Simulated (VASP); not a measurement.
Input of a VASP 6.6.1 run:

File INCAR:

```
SYSTEM = H11NO4
PREC     = Accurate       ! precision mode
ENCUT    = 520            ! plane-wave cutoff, eV
EDIFF    = 1E-6           ! SCF threshold, eV
ISMEAR   = -1             ! smearing method
SIGMA    = 0.05           ! smearing width, eV
LREAL    = Auto         
LASPH    = .True.         ! aspherical terms in the spheres
NELM     = 100            ! most SCF steps
ALGO     = Normal         ! electronic algorithm
ISIF     = 2              ! what is computed and relaxed
LWAVE    = .False.        ! write WAVECAR
LCHARG   = .True.         ! write CHGCAR
GGA      = PE             ! functional
IVDW     = 12             ! dispersion correction
LELF     = .True.         ! ELF
LVHAR    = .True.       
NBANDS   = 34             ! bands
```

The input KPOINTS:

```
Automatic mesh
0
Gamma
  1 1 1
  0 0 0
```

File POSCAR:

```
H11NO4
1.0
    5.4175020000      0.0000000000      0.0000000000
    0.0000000000      5.4175020000      0.0000000000
    0.0000000000      0.0000000000      5.4175020000
O H N
4 11 1
Direct
    0.3710935409      0.5693583500      0.8447251150
    0.7078169976      0.5644114206      0.4960773434
    0.9545543315      0.9846050818      0.6182738834
    0.8869216846      0.2826025722      0.1199814970
    0.2824549026      0.7024086009      0.7711672280
    0.4939730525      0.5156989328      0.7174339760
    0.6096536743      0.6706411922      0.3808951063
    0.7945543906      0.4437469520      0.3739361794
    0.9053988351      1.0775076779      0.4783200818
    0.8509087768      0.8396858921      0.6061649816
    1.0440051522      0.3338069834      0.0594739051
    0.7937237494      0.1785693849      0.0077341919
    0.4672817841      1.0588090231      0.1336963050
    0.3097553079      0.8025839215      0.1619934797
    0.2949698957      1.0234237108      0.3852328989
    0.4164280881      0.9346927791      0.2612643244
```

Potentials or basis: VASP PAW PBE potentials, release 64 (O, H, N).

Run with:

```sh
$ cat potpaw_PBE.64/O/POTCAR potpaw_PBE.64/H/POTCAR potpaw_PBE.64/N/POTCAR > POTCAR
$ mpirun -np 1 vasp_gam > vasp.out
```

(1) Estimate the dispersion energy per atom.

(2) Estimate the pressure.

(3) Predict the largest force.

Answers

(1) -0.034 eV.

(2) 0.0 GPa.

(3) 2.137 eV/Å.
